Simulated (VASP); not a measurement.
Wanted: the native input for a VASP 6.6.1 run.

```yaml
Task: single point
Functional: PBE
Potentials_or_basis: VASP PAW PBE potentials, release 64 (O, H, C)
Cutoff: 520 eV
k_mesh: 1 × 1 × 1
Occupations: fermi-dirac, width 0.02 eV
Spin: no spin polarisation
Dipole_correction: no
Further_INCAR_settings: LREAL = Auto; ALGO = Normal; EDIFF = 1e-06; NBANDS = 36
```

The structure of H10CO5 lies in POSCAR:

```
H10CO5
1.0
    5.4856710000      0.1104810000      0.3065110000
    0.1104810000      5.4036020000      0.2030700000
    0.3065110000      0.2030700000      5.4329830000
O H C
5 10 1
Direct
    0.6980151004      0.5176306636      1.1341532699
   -0.0678603844      0.5600857547      0.6850680998
    0.3988910786      0.7171317830      0.5940580976
    1.3198049920      1.1562916008      0.8999212986
    0.7501411699      0.0516583384      0.4938324344
    0.5775563661      0.4163198409      1.0881187279
    0.8161886172      0.5743170685      0.9905244768
    0.1069229539      0.5483320038      0.6279565311
   -0.1569482103      0.3960060945      0.6528806358
    0.3127536435      0.8254481515      0.4774382346
    0.5654757799      0.7416447108      0.5188990398
    1.2157268785      1.2674430457      0.8146328968
    1.3827731410      1.0246544319      0.7864534541
    1.0467630189      0.2194300147      0.2882755141
    0.8726517059      0.0105063948      0.1231899896
    0.8913269603      0.1039284076      0.3069756965
```

The cell was built by a generator and needn't be a form met in nature.

These files were run (other wordings do the same):

INCAR

```
ALGO = Normal
EDIFF = 1E-6
ENCUT = 520
GGA = PE
ISIF = 2
ISMEAR = -1
LASPH = True
LCHARG = False
LREAL = Auto
LWAVE = False
NBANDS = 36
NELM = 100
PREC = Accurate
SIGMA = 0.02
```

KPOINTS

```
k-points
0
Gamma
  1 1 1
```

Potentials or basis: VASP PAW PBE potentials, release 64 (O, H, C).

The run is started by

```sh
$ cat potpaw_PBE.64/O/POTCAR potpaw_PBE.64/H/POTCAR potpaw_PBE.64/C/POTCAR > POTCAR
$ mpirun -np 1 vasp_gam > vasp.out
```

It gave:

```yaml
Pressure: -0.2 GPa
Largest_force: 3.083 eV/Å
Band_gap_on_the_k_mesh: 3.93 eV, direct
```

Caveat: the standard files for N, O and F lose accuracy on very short bonds.

Wall time 8.6 s on 1 thread of AMD EPYC 9R45 96-Core Processor (Zen 5), on a shared host, peak memory 0.19 GiB.
